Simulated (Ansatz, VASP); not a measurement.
This is a calculation of Bi for Ansatz 0.2.0.

Contents of input.yaml:

```yaml
crystal:
  lattice:
    - [3.488598, -3.132578, 0.0]
    - [3.488598, 3.132578, 0.0]
    - [-1.260235, 0.0, 3.11355]
  atoms:
    - { symbol: Bi, position: [0.753061, 0.753061, 0.857382] }
    - { symbol: Bi, position: [0.246939, 0.246939, 0.142618] }
kpoints:
  mp_grid: { grid: [6, 6, 9] }
scf:
  occupations: { method: fermi_dirac, width: 0.05 }
hamiltonian:
  xc: pbe
  pseudopotentials: { kind: all_electron, lapw: { basis_error: 0.001 } }
output:
  forces: true
  stress: true
  eigenvalues: true
  populations: true
```

Potentials or basis: all-electron LAPW, scalar-relativistic.

Command:

```sh
$ ansatz run input.yaml --threads 1 --pin off --max-ram 3072MiB --backend cpu --events-out ev --progress --plain --runs-dir out
```

Translate it to VASP 6.6.1. Potentials there: VASP PAW PBE potentials, release 64 (Bi_d).

As run (the cutoff follows the program's own potentials):

Contents of INCAR:

```
ALGO     = Fast           # electronic algorithm
EDIFF    = 1E-6           # SCF threshold, eV
ENCUT    = 520            # plane-wave cutoff, eV
GGA      = PE             # functional
ISIF     = 2              # what is computed and relaxed
ISMEAR   = -1             # smearing method
LASPH    = True           # aspherical terms in the spheres
LCHARG   = False          # write CHGCAR
LREAL    = False          # projectors in reciprocal space
LWAVE    = False          # write WAVECAR
NBANDS   = 22             # bands
NELM     = 80             # most SCF steps
PREC     = Accurate       # precision mode
SIGMA    = 0.05           # smearing width, eV
```

Contents of KPOINTS:

```
k-points
0
Gamma
  6 6 9
```

The input POSCAR:

```
Bi
1.0
    3.4885980000     -3.1325780000      0.0000000000
    3.4885980000      3.1325780000      0.0000000000
   -1.2602350000      0.0000000000      3.1135500000
Bi
2
Direct
    0.7530610000      0.7530610000      0.8573820000
    0.2469390000      0.2469390000      0.1426180000
```

Potentials or basis: VASP PAW PBE potentials, release 64 (Bi_d).

Run with:

```bash
$ cat potpaw_PBE.64/Bi_d/POTCAR > POTCAR
$ mpirun -np 1 vasp_std > vasp.out
```

Both were run:

|  | VASP | Ansatz | Ansatz less VASP |
| --- | --- | --- | --- |
| gap on the k mesh at the Fermi level (eV) | none | none | - |
| pressure (GPa) | 0.0 | 0.1 | +0.04 |
| largest component of the traceless stress (GPa) | 0.72 | 0.70 | -0.016 |
| rms of the force components (eV/Å) | 0.024 | 0.024 | +0.0002 |

Atom by atom the forces differ by 0.000 eV/Å (rms over components). A gap of «none» marks a metal or a gap that the smearing closes. Ansatz ran all-electron here, so the differences hold the error of VASP's frozen core and of both bases.

Caveats: spin-orbit coupling is left out, which moves the levels of the heavy elements.
